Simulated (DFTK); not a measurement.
The system is Au.

```
Au
1.0
     0.00000    2.03500    2.03500
     2.03500    0.00000    2.03500
     2.03500    2.03500    0.00000
Au
1
Direct
  0.00000 0.00000 0.00000
```

Base run:

* Program: DFTK 0.8.2
* Functional: r2SCAN
* Potentials or basis: SG15 1.2 (PBE)
* Cutoff: 1225 eV
* k mesh: 11 × 11 × 11
* Occupations: fermi-dirac, width 0.05 eV
* Spin: no spin polarisation

Its results: band gap on the k mesh none (metal or under the smearing width); pressure 6.3 GPa.

Problem. The run is repeated on the same cell with these changes: functional from r2SCAN to PBEsol. What comes out?

Solution. Band gap on the k mesh none (metal or under the smearing width); pressure 1.9 GPa.

Caveats: the potentials were made for another functional, which shifts forces and pressure; spin-orbit coupling is left out, which moves the levels of the heavy elements.
